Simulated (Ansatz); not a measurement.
# LiF: the cost of one run

Method: DFT PBE, scalar-relativistic, plane waves, PAW, in Ansatz 0.2.0.

### Step 1. Starting point

It takes space group P4_2/ncm (No. 138, tetragonal). The conventional cell has a = 5.688 Å, b = 5.688 Å, c = 4.967 Å, α = 90.00°, β = 90.00°, γ = 90.00°. Li (site symmetry m) has 4 F at 1.74 to 1.80 Å as nearest neighbours. F (site symmetry m) is surrounded by 4 Li at 1.74 to 1.80 Å.

As a file:

```xyz
16
Lattice="5.6878 0.0000 0.0000 0.0000 5.6878 0.0000 0.0000 0.0000 4.9674" Properties=species:S:1:pos:R:3 pbc="T T T"
Li    3.6457    4.8860    4.6242
Li    3.6457    0.8018    2.1405
Li    2.0421    4.8860    2.1405
Li    2.0421    0.8018    4.6242
Li    0.8018    2.0421    2.8269
Li    4.8860    3.6457    2.8269
Li    0.8018    3.6457    0.3432
Li    4.8860    2.0421    0.3432
F     3.6457    4.8860    2.8269
F     2.0421    0.8018    2.8269
F     3.6457    0.8018    0.3432
F     2.0421    4.8860    0.3432
F     0.8018    2.0421    4.6242
F     0.8018    3.6457    2.1405
F     4.8860    2.0421    2.1405
F     4.8860    3.6457    4.6242
```

A structure generator made this guess: 4-connected net, two elements alternating (P4_2/ncm, No. 138). Its size is a rough estimate.

### Step 2. The guess as it stands, on a coarse mesh

The input, input.yaml:

```yaml
crystal:
  lattice:
    - [5.68777957, 0.0, 0.0]
    - [0.0, 5.68777957, 0.0]
    - [0.0, 0.0, 4.96743083]
  atoms:
    - { symbol: Li, position: [0.64096925, 0.85903075, 0.93090691] }
    - { symbol: Li, position: [0.64096925, 0.14096925, 0.43090691] }
    - { symbol: Li, position: [0.35903075, 0.85903075, 0.43090691] }
    - { symbol: Li, position: [0.35903075, 0.14096925, 0.93090691] }
    - { symbol: Li, position: [0.14096925, 0.35903075, 0.56909309] }
    - { symbol: Li, position: [0.85903075, 0.64096925, 0.56909309] }
    - { symbol: Li, position: [0.14096925, 0.64096925, 0.06909309] }
    - { symbol: Li, position: [0.85903075, 0.35903075, 0.06909309] }
    - { symbol: F, position: [0.64096925, 0.85903075, 0.56909309] }
    - { symbol: F, position: [0.35903075, 0.14096925, 0.56909309] }
    - { symbol: F, position: [0.64096925, 0.14096925, 0.06909309] }
    - { symbol: F, position: [0.35903075, 0.85903075, 0.06909309] }
    - { symbol: F, position: [0.14096925, 0.35903075, 0.93090691] }
    - { symbol: F, position: [0.14096925, 0.64096925, 0.43090691] }
    - { symbol: F, position: [0.85903075, 0.35903075, 0.43090691] }
    - { symbol: F, position: [0.85903075, 0.64096925, 0.93090691] }
basis:
  ecutwfc: 420
kpoints:
  mp_grid: { grid: [4, 4, 4] }
hamiltonian:
  xc: pbe
scf:
  occupations: { method: gaussian, width: 0.1 }
  lower_state_search: "off"
output:
  forces: true
  stress: true
  eigenvalues: true
```

Launch:

```sh
ansatz run input.yaml --threads 1 --pin off --max-ram 2560MiB --backend cpu --events-out ev --progress --plain --runs-dir out
```

What time and memory should one allow on 1 thread of Arm Neoverse V1, shared host?

About 8.8 s, with a peak of 0.42 GiB.
